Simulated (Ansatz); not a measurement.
## Rubidium (fcc) across density functionals

All rows: Ansatz, plane waves with scalar-relativistic PAW, 420 eV (500 eV for the SCAN forms), relaxed under each functional, no dispersion correction, no zero-point motion. B₀ comes from uniform scaling at fixed shape; a dash is a value not given.

| functional | V (Å³/atom) | cell | B₀ (GPa) | magnetic state | ΔE to bcc (meV/atom) |
| --- | --- | --- | --- | --- | --- |
| PBE | 91.49 | a = 7.153 Å | 3 | spin not included | 0 |
| r²SCAN | 95.60 | a = 7.258 Å | 3 | spin not included | 1 |
| PBEsol | 87.10 | a = 7.037 Å | 3 | spin not included | 0 |
| LDA | 78.39 | a = 6.794 Å | 4 | spin not included | -1 |
| revPBE | 99.71 | a = 7.361 Å | 2 | spin not included | -1 |
| RPBE | 101.06 | a = 7.394 Å | 2 | spin not included | -1 |
| BLYP | 95.87 | a = 7.265 Å | 2 | spin not included | -3 |

LDA gives the smallest volume and RPBE the largest.
